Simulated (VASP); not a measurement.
# GaN (Fm-3m) in VASP: Born charges and dielectric tensor with LDA

Aim: the Born charges and dielectric tensor of GaN with LDA.

All numbers are computed with VASP 6.6.1; they aren't measurements. Logs are shortened: lines on timing, memory, paths and dates and some standing lists are left out, and cuts for length are marked.

## 1. The structure

The structure is cubic, space group Fm-3m (No. 225). Conventional cell: a = 4.188 Å, b = 4.188 Å, c = 4.188 Å, α = 90.00°, β = 90.00°, γ = 90.00°. Around Ga (site symmetry m-3m) lie 6 N at 2.09 Å. N (site symmetry m-3m) has 6 Ga at 2.09 Å as nearest neighbours.

Measurements of this composition are mostly on another form, of space group No. 186.

## 2. Born charges and dielectric tensor, LDA

File INCAR:

```
PREC     = Accurate       # precision mode
ENCUT    = 600            # plane-wave cutoff, eV
EDIFF    = 1E-8           # SCF threshold, eV
ISMEAR   = 0              # smearing method
SIGMA    = 0.02           # smearing width, eV
LREAL    = F              # projectors in reciprocal space
LASPH    = T              # aspherical terms in the spheres
NELM     = 100            # most SCF steps
ALGO     = Normal         # electronic algorithm
ISIF     = 2              # what is computed and relaxed
LWAVE    = F              # write WAVECAR
LCHARG   = F              # write CHGCAR
LEPSILON = T              # dielectric tensor by DFPT
IBRION   = 8              # ionic algorithm
NSW      = 1              # ionic steps
```

File KPOINTS:

```
regular mesh
0
Gamma
  6 6 6
```

File POSCAR:

```
GaN
1.0
    0.0000000000      2.0941500000      2.0941500000
    2.0941500000      0.0000000000      2.0941500000
    2.0941500000      2.0941500000      0.0000000000
Ga N
1 1
Direct
    0.0000000000      0.0000000000      1.0000000000
    0.5000000000      0.5000000000      0.5000000000
```

Potentials or basis: VASP PAW LDA potentials, release 64 (Ga_d, N).

The run is started by

```bash
> cat potpaw_LDA.64/Ga_d/POTCAR potpaw_LDA.64/N/POTCAR > POTCAR
> mpirun -np 1 vasp_std > vasp.out
```

OUTCAR:

```text
PREC = Accurate
   ENCUT = 600
   EDIFF = 1E-8
   ISMEAR = 0
   LREAL = F
   LASPH = T
   NELM = 100
   ISIF = 2
   LEPSILON = T
   IBRION = 8
   NSW = 1

 ion  position               nearest neighbor table
   1  0.000  0.000  0.000-   2 2.09   2 2.09   2 2.09   2 2.09   2 2.09   2 2.09
   2  0.500  0.500  0.500-   1 2.09   1 2.09   1 2.09   1 2.09   1 2.09   1 2.09

  LATTYP: Found a face centered cubic cell.
 ALAT       =     4.1883000000

  Lattice vectors:

 A1 = (   0.0000000000,   2.0941500000,   2.0941500000)
 A2 = (   2.0941500000,   0.0000000000,   2.0941500000)
 A3 = (   2.0941500000,   2.0941500000,   0.0000000000)

Analysis of symmetry for initial positions (statically):
=====================================================================
 Subroutine PRICEL returns:
 Original cell was already a primitive cell.

 Routine SETGRP: Setting up the symmetry group for a
 face centered cubic supercell.

 Subroutine GETGRP returns: Found 48 space group operations
 (whereof 48 operations were pure point group operations)
 out of a pool of 48 trial point group operations.

The static configuration has the point symmetry O_h .

Analysis of symmetry for dynamics (positions and initial velocities):
=====================================================================
 Subroutine PRICEL returns:
 Original cell was already a primitive cell.

 Routine SETGRP: Setting up the symmetry group for a
 face centered cubic supercell.

 Subroutine GETGRP returns: Found 48 space group operations
 (whereof 48 operations were pure point group operations)
 out of a pool of 48 trial point group operations.

The dynamic configuration has the point symmetry O_h .

 Subroutine INISYM returns: Found 48 space group operations
 (whereof 48 operations are pure point group operations),
 and found     1 'primitive' translations

----------------------------------------------------------------------------------------

                                     Primitive cell

  volume of cell :      18.3676

  direct lattice vectors                    reciprocal lattice vectors
     0.000000000  2.094150000  2.094150000    -0.238760356  0.238760356  0.238760356
     2.094150000  0.000000000  2.094150000     0.238760356 -0.238760356  0.238760356
     2.094150000  2.094150000  0.000000000     0.238760356  0.238760356 -0.238760356

  length of vectors
     2.961575332  2.961575332  2.961575332     0.413545068  0.413545068  0.413545068

  position of ions in fractional coordinates (direct lattice)
     0.000000000  0.000000000  0.000000000
     0.500000000  0.500000000  0.500000000

  ion indices of the primitive-cell ions
   primitive index   ion index
                 1           1
                 2           2

----------------------------------------------------------------------------------------

 KPOINTS: regular mesh

Automatic generation of k-mesh.
 Grid dimensions read from file:
 generate k-points for:    6    6    6

 Generating k-lattice:

[... 394 lines left out ...]
 Free energy of the ion-electron system (eV)
  ---------------------------------------------------
  ---------------------------------------------------
  free energy    TOTEN  =        -0.41312509 eV

  energy without entropy =       -0.41312509

------------------------ aborting loop because EDIFF is reached ----------------------------------------

--------------------------------------- Ionic step        2  -------------------------------------------

------------------------ aborting loop because EDIFF is reached ----------------------------------------

--------------------------------------- Ionic step        3  -------------------------------------------

------------------------ aborting loop because EDIFF is reached ----------------------------------------

 PIEZOELECTRIC TENSOR FIELD DIRECTION 3  (e Angst)
 -----------------------------------------------------------------------------
     0.00115  0.00000  0.00000           (  0.00000  0.00000  0.00000)
     0.00000  0.00115  0.00000           (  0.00000  0.00000  0.00000)
    -0.00000  0.00000 -0.00242           (  0.00000  0.00000 -0.00002)

 PIEZOELECTRIC TENSOR FIELD DIRECTION 3  (C/m^2)
 -----------------------------------------------------------------------------
     0.00100  0.00000  0.00000
     0.00000  0.00100  0.00000
    -0.00000  0.00000 -0.00211

--------------------------------------- Ionic step        4  -------------------------------------------

------------------------ aborting loop because EDIFF is reached ----------------------------------------

[... ionic steps 5 to 6 ...]

--------------------------------------- Ionic step        7  -------------------------------------------

 Free energy of the ion-electron system (eV)
  ---------------------------------------------------
  ---------------------------------------------------
  free energy    TOTEN  =        -0.22823627 eV

  energy without entropy =       -0.22823627

------------------------ aborting loop because EDIFF is reached ----------------------------------------

 INTERNAL STRAIN TENSOR  FOR ION    2  DIRECTION 1   (eV/Angst):
 -----------------------------------------------------------------------------
    -0.09436  0.00000 -0.00000
    -0.00000  0.01927  0.00000
     0.00000  0.00000  0.01927

 MACROSCOPIC STATIC DIELECTRIC TENSOR (including local field effects in DFT)
 ------------------------------------------------------
           8.826695     0.000000     0.000000
           0.000000     8.826695     0.000000
          -0.000000     0.000000     8.826695
 ------------------------------------------------------

 PIEZOELECTRIC TENSOR (including local field effects)  for field in x, y, z        (e  Angst)
          XX          YY          ZZ          XY          YZ          ZX
  --------------------------------------------------------------------------------
  x     0.00000     0.00000     0.00000     0.00000     0.00000     0.00000
  y     0.00000     0.00000     0.00000     0.00000     0.00000     0.00000
  z     0.00000     0.00000     0.00000     0.00000     0.00000     0.00000

 PIEZOELECTRIC TENSOR (including local field effects)  for field in x, y, z        (C/m^2)
          XX          YY          ZZ          XY          YZ          ZX
  --------------------------------------------------------------------------------
  x     0.00000     0.00000     0.00000     0.00000     0.00000     0.00000
  y     0.00000     0.00000     0.00000     0.00000     0.00000     0.00000
  z     0.00000     0.00000     0.00000     0.00000     0.00000     0.00000

 BORN EFFECTIVE CHARGES (including local field effects) (in |e|, cummulative output)
 ---------------------------------------------------------------------------------
 ion    1
    1     3.62849    -0.00000     0.00000
    2     0.00000     3.62849     0.00000
    3    -0.00000     0.00000     3.62849
 ion    2
    1    -3.62849     0.00000    -0.00000
    2    -0.00000    -3.62849    -0.00000
    3     0.00000    -0.00000    -3.62849

 INTERNAL STRAIN TENSOR FOR ION    2 for displacements in x,y,z  (eV/Angst):
          X           Y           Z          XY          YZ          ZX
  --------------------------------------------------------------------------------
  x     0.00000     0.00000     0.00000     0.00000     0.00000     0.00000
  y     0.00000     0.00000     0.00000     0.00000     0.00000     0.00000
  z     0.00000     0.00000     0.00000     0.00000     0.00000     0.00000

 SECOND DERIVATIVES (NOT SYMMETRIZED)
 ------------------------------------
               1X          1Y          1Z          2X          2Y          2Z
  1X    -2.887665    0.000000    0.000000    2.887665    0.000000    0.000000
  1Y     0.000000   -2.887665    0.000000    0.000000    2.887665    0.000000
  1Z     0.000000    0.000000   -2.887665    0.000000    0.000000    2.887665
  2X     2.883171    0.000000    0.000000   -2.883171    0.000000    0.000000
  2Y     0.000000    2.883171    0.000000    0.000000   -2.883171    0.000000
  2Z     0.000000    0.000000    2.883171    0.000000    0.000000   -2.883171

 Eigenvectors and eigenvalues of the dynamical matrix
 ----------------------------------------------------

   1 f  =    7.774992 THz    48.851716 2PiTHz  259.345822 cm-1    32.154769 meV
             X         Y         Z           dx          dy          dz
      0.000000  0.000000  0.000000    -0.409201    0.000000   -0.000000
      2.094150  2.094150  2.094150     0.912444   -0.000000   -0.000000
[... 21 lines left out ...]
   6 f/i=    0.002260 THz     0.014203 2PiTHz    0.075400 cm-1     0.009348 meV
             X         Y         Z           dx          dy          dz
      0.000000  0.000000  0.000000    -0.332865   -0.752956   -0.393463
      2.094150  2.094150  2.094150    -0.149279   -0.337675   -0.176455

--------------------------------------------------------------------------------------------------------

 MACROSCOPIC STATIC DIELECTRIC TENSOR IONIC CONTRIBUTION
 ------------------------------------------------------
          44.952563     0.000000    -0.000000
           0.000000    44.952563     0.000000
          -0.000000     0.000000    44.952563
 ------------------------------------------------------

 ELASTIC MODULI CONTR FROM IONIC RELAXATION (kBar)
 Direction    XX          YY          ZZ          XY          YZ          ZX
 --------------------------------------------------------------------------------
 XX           0.0000      0.0000      0.0000      0.0000      0.0000      0.0000
 YY           0.0000      0.0000      0.0000      0.0000      0.0000      0.0000
 ZZ           0.0000      0.0000      0.0000      0.0000      0.0000      0.0000
 XY           0.0000      0.0000      0.0000      0.0000      0.0000      0.0000
 YZ           0.0000      0.0000      0.0000      0.0000      0.0000      0.0000
 ZX           0.0000      0.0000      0.0000      0.0000      0.0000      0.0000
 --------------------------------------------------------------------------------

 PIEZOELECTRIC TENSOR IONIC CONTR  for field in x, y, z        (C/m^2)
          XX          YY          ZZ          XY          YZ          ZX
  --------------------------------------------------------------------------------
  x     0.00000     0.00000     0.00000     0.00000     0.00000     0.00000
  y     0.00000     0.00000     0.00000     0.00000     0.00000     0.00000
  z     0.00000     0.00000     0.00000     0.00000     0.00000     0.00000
```

It took 31 s on 1 thread of Intel Xeon 6975P-C (Granite Rapids), shared host; peak memory 0.15 GiB.

Results:

| Quantity | Value |
| --- | --- |
| Band gap on the k mesh | 0.57 eV, indirect (least direct gap 3.18 eV) |
| Electronic dielectric tensor (diagonal) | 8.83 |
| Born charges (mean of the diagonal) | Ga +3.63; N -3.63 e |
| Highest phonon frequency at Γ, LO-TO splitting left out | 259 cm⁻¹ |

Levels at points of the mesh, in eV from the valence-band top:
| k point | band 5 | band 6 | band 7 | band 8 | band 9 | band 10 | band 11 | band 12 | band 13 |
| --- | --- | --- | --- | --- | --- | --- | --- | --- | --- |
| (0.00, 0.00, 0.00) | -14.01 | -14.01 | -0.56 | -0.56 | -0.56 | 2.62 | 14.80 | 14.80 | 14.80 |
| (0.50, 0.00, 0.00) | -13.87 | -13.87 | -8.50 | -0.17 | -0.17 | 4.77 | 9.03 | 9.03 | 9.59 |
| (0.50, 0.50, 0.00) | -13.81 | -10.82 | -7.41 | -3.19 | -3.19 | 0.57 | 7.77 | 12.04 | 14.61 |

Phonon frequencies in cm⁻¹ (negative: imaginary):
```tsv
q point	frequencies
(0.000, 0.000, 0.000)	0 0 0 259 259 259
```

Electronic dielectric tensor:
```
8.83 0.00 0.00
0.00 8.83 0.00
0.00 0.00 8.83
```

Born effective charge tensors (e):
atom 1, Ga
```
3.63 0.00 0.00
0.00 3.63 0.00
0.00 0.00 3.63
```
atom 2, N
```
-3.63  0.00  0.00
 0.00 -3.63  0.00
 0.00  0.00 -3.63
```

Caveat: the k mesh is coarse (spacing up to 0.43 Å⁻¹), so the values aren't converged; the gap is small at this level, which inflates the dielectric constant.
